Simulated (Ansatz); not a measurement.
## Al3As: balancing the decomposition

Level of theory: Ansatz, DFT PBE, scalar-relativistic, plane waves, PAW. All cells share a 420 eV cutoff and Γ-centred k meshes spaced at most about 0.3 Å⁻¹ (about 0.25 or finer for metals, 2π included). No spin polarisation.

Formation energies are uncorrected and refer to the elements' standard structures at the same level.

Temperature and zero-point effects are left out. The reference form of As is held partly by dispersion forces, which this level lacks.

A trial structure of Al3As (reached from: random cell; relaxed: space group P4/mmm (No. 123), a = 2.731 Å, c = 10.783 Å) has a formation energy of 0.263 eV/atom. At its composition the lowest mixture among the elements and 1 reference phase computed alike (others may be missing) consists of these:

```csv
phase,source,ΔE_f (eV/atom)
Al (solid),element,0.000
AlAs (F-43m),COD,-0.487
```

Q: Write the balanced decomposition and find its energy per atom, per formula unit and per mole of formula units.

A: Balancing Al and As gives Al3As → 2 Al + AlAs. The left side holds 4 atoms, and the products take 2/4 (Al) and 2/4 (AlAs) of them. The mixture therefore lies at 2/4 × (0.000) + 2/4 × (-0.487) = -0.244 eV/atom. The reaction energy is -0.244 − (0.263) = -0.507 eV/atom. Times 4 atoms that is -2.028 eV per Al3As, and times 96.485 it is -196 kJ per mole of Al3As. Decomposition is downhill, so the trial structure is unstable against this mixture.
